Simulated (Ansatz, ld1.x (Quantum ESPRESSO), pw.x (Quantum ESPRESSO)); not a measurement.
## pw.x on sc Cl: one setting changed

Potential: norm-conserving Troullier–Martins (Kleinman–Bylander form), ld1.x (Quantum ESPRESSO) 7.5, PBE; core [Ne], reference 3s1.75 3p5.25; waves: 3s (bound): rc 1.25 bohr; 3p (bound): rc 1.55 bohr; 3d channel at 0.1 Ry: rc 1.55 bohr; local part: all-electron potential smoothed inside 1.35 bohr (lloc = -1); core correction: none.

The reference run (k-mesh 11³, cutoffs 85/340 Ry, Fermi–Dirac 0.01 Ry, mixing_beta 0.4, conv_thr 1e-9, no spin) gives -0.21 GPa at 23.789 Å³/atom, where all-electron LAPW gives -0.05 GPa. This run, with its own iteration cap, changes k-mesh points per axis to 3.

```
&control
  calculation='scf', prefix='x', pseudo_dir='./', outdir='./tmp', tstress=.true., disk_io='none'
/
&system
  ibrav=0, nat=1, ntyp=1, ecutwfc=85, ecutrho=340, nbnd=11,
  occupations='smearing', smearing='fd', degauss=0.01
/
&electrons
  conv_thr=1e-09, mixing_beta=0.4, electron_maxstep=70
/
ATOMIC_SPECIES
Cl 1.0 Cl.UPF
CELL_PARAMETERS angstrom
  2.87602106 0.00000000 0.00000000
  0.00000000 2.87602106 0.00000000
  0.00000000 0.00000000 2.87602106
ATOMIC_POSITIONS crystal
Cl 0.0000 0.0000 0.0000
K_POINTS automatic
3 3 3 0 0 0
```

```bash
pw.x < Cl.scf.in > Cl.scf.out
```

Task: How does the run end?

Result: It converges in 6 iterations; the free energy moves by -174.7 meV/atom and the pressure by -0.49 GPa.

```
Message from routine setup:
     using ibrav=0 with symmetry is DISCOURAGED, use correct ibrav instead
     lattice parameter (alat)  =       5.4349  a.u.
     unit-cell volume          =     160.5361 (a.u.)^3
     number of electrons       =         7.00
     number of Kohn-Sham states=           11
     kinetic-energy cutoff     =      85.0000  Ry
     charge density cutoff     =     340.0000  Ry
     scf convergence threshold =      1.0E-09
     Exchange-correlation= PBE
     number of k points=     4  Fermi-Dirac smearing, width (Ry)=  0.0100
     iteration #  1     ecut=    85.00 Ry     beta= 0.40
     total energy              =     -29.93936401 Ry
     estimated scf accuracy    <       0.00039067 Ry
     iteration #  2     ecut=    85.00 Ry     beta= 0.40
     total energy              =     -29.93941125 Ry
     estimated scf accuracy    <       0.00007857 Ry
     iteration #  3     ecut=    85.00 Ry     beta= 0.40
     total energy              =     -29.93942970 Ry
     estimated scf accuracy    <       0.00000626 Ry
     iteration #  4     ecut=    85.00 Ry     beta= 0.40
     total energy              =     -29.93943084 Ry
     estimated scf accuracy    <       0.00000004 Ry
     iteration #  5     ecut=    85.00 Ry     beta= 0.40
     total energy              =     -29.93943086 Ry
     estimated scf accuracy    <          1.6E-09 Ry
     iteration #  6     ecut=    85.00 Ry     beta= 0.40
     the Fermi energy is     2.9298 ev
!    total energy              =     -29.93943086 Ry
     estimated scf accuracy    <          1.2E-11 Ry
     smearing contrib. (-TS)   =      -0.00889552 Ry
     The total energy is F=E-TS. E is the sum of the following terms:
     one-electron contribution =      -3.04737586 Ry
     hartree contribution      =       4.38540816 Ry
     xc contribution           =      -5.68800907 Ry
     ewald contribution        =     -25.58055857 Ry
     convergence has been achieved in   6 iterations
          total   stress  (Ry/bohr**3)                   (kbar)     P=       -7.01
     Message from routine punch:
     Nothing written, as per user request (disk_io='none')
```

The run took about 1.3 s on one core of a shared host (Intel(R) Xeon(R) 6975P-C, 192 threads, 1512 GiB, load 53).
